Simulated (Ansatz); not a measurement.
# A series in volume per atom on V

Equation of state of a cubic crystal from periodic Kohn-Sham density functional theory without spin; pressure corrected for the finite basis. The results are calculated, by Ansatz 0.2.0 development build.

Cell of the first row (space group Pm-3m, No. 221):
```
cell vectors (Å)
   2.3990     0.0000     0.0000
   0.0000     2.3990     0.0000
   0.0000     0.0000     2.3990
atoms (fractions of the cell vectors)
V   0.00000  0.00000  0.00000
```

Settings of every row: formula V; structure type simple cubic; functional PBE; spin treatment none; k mesh 44x44x44; occupation method fermi-dirac; occupation width 0.061225619 eV; wave cutoff 420 eV; datasets soft-1 PAW; density cutoff ratio 4.

Limits: a cubic model structure, not a phase known at ambient conditions.

| row | volume per atom (Å³) | energy above lowest point (meV/atom) | pressure (GPa) |
| --- | --- | --- | --- |
| 1 | 13.807 | 24.79 | 9.484 |
| 2 | 14.1 | 10.64 | 6.009 |
| 3 | 14.394 | 2.56 | 2.854 |
| 4 | 14.688 | 0 | -0.011 |
| 5 | 14.982 | 2.45 | -2.614 |
| 6 | 15.275 | ? | ? |
| 7 | 15.569 | 20.58 | -7.129 |

Question: what energy above lowest point and pressure should row 6 give?

Worked fit of energy above lowest point. Take u = (V_r/V)^(2/3) − 1 with V_r = 14.541 Å³ an atom, which is twice the finite (Eulerian) strain; such expansions in the strain, on which the Birch-Murnaghan equation of state is built, carry the rest volume and the bulk modulus. The shown rows have u = 0.03513, 0.02074, 0.0068, -0.00668, -0.01972, -0.04452. Least squares give energy above lowest point = 0.616 + 188.3 × u + 14259.1 × u² − 951 × u³ meV/atom; a parabola predicts inner rows, each left out in turn, worse (root mean square 0.021 against 0.013 meV/atom). The rows lie off it by 0.00, -0.01, 0.00, 0.01, -0.01, 0.00. Its lowest point lies at u = -0.0066, or V = 14.69 Å³ an atom, and the curvature there gives the bulk modulus at fixed shape and fractions, B = (4/9)(1 + u)² E″(u)/V = 137 GPa. The withheld row has u = -0.0323, so the fit gives 0.616 + 188.3 × (-0.0323) + 14259.1 × (-0.0323)² − 951 × (-0.0323)³ = 9.44 meV/atom.

The calculation gave 9.44 meV/atom. The fit meets it to the printed digit.

Worked fit of pressure. Take u = (V_r/V)^(2/3) − 1 with V_r = 14.541 Å³ an atom, which is twice the finite (Eulerian) strain; such expansions in the strain, on which the Birch-Murnaghan equation of state is built, carry the rest volume and the bulk modulus. The shown rows have u = 0.03513, 0.02074, 0.0068, -0.00668, -0.01972, -0.04452. Least squares give pressure = 1.3857 + 212.421 × u + 497.58 × u² + 499 × u³ GPa; a parabola predicts inner rows, each left out in turn, worse (root mean square 0.0098 against 0.0013 GPa). The rows lie off it by 0.000, -0.001, 0.001, 0.000, 0.000, 0.000. The pressure vanishes at u = -0.0066, or V = 14.69 Å³ an atom, and there the bulk modulus at fixed shape and fractions is B = −V dP/dV = (2/3)(1 + u) dP/du = 136 GPa. The withheld row has u = -0.0323, so the fit gives 1.3857 + 212.421 × (-0.0323) + 497.58 × (-0.0323)² + 499 × (-0.0323)³ = -4.973 GPa.

The calculation gave -4.98 GPa. The fit lies 0.007 GPa (0.042 % of the column's range) above it; its largest miss of a shown row is 0.001 GPa.
